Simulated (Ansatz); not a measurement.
## Zn: computed properties

Computed with DFT PBE, scalar-relativistic, plane waves, PAW (Ansatz).

Plane waves to 420 eV, a k mesh through Γ of 18×18×18 on the computed 1-atom cell and Gaussian smearing (0.10 eV); no spin polarisation.

The structure is relaxed at this level of theory with its symmetry kept. This fcc form isn't the element's structure at ambient conditions.

```yaml
crystal:
  lattice:
    - [0.00000, 1.96440, 1.96440]
    - [1.96440, 0.00000, 1.96440]
    - [1.96440, 1.96440, 0.00000]
  atoms:
    - { symbol: Zn, position: [0.00000, 0.00000, 0.00000] }
```

```json
{
 "Space group": "Fm-3m (No. 225)",
 "Volume per atom": "15.16 Å³",
 "Formation energy from the elements' standard states (uncorrected)": "+0.024 eV/atom",
 "Kohn–Sham band gap": "none (metal)",
 "Density of states at the Fermi level": "0.32 states/eV per cell",
 "Bulk modulus": "68 GPa",
 "Its pressure derivative": "5.0",
 "Bader charges (e)": "Zn (1 in the cell) 0.00"
}
```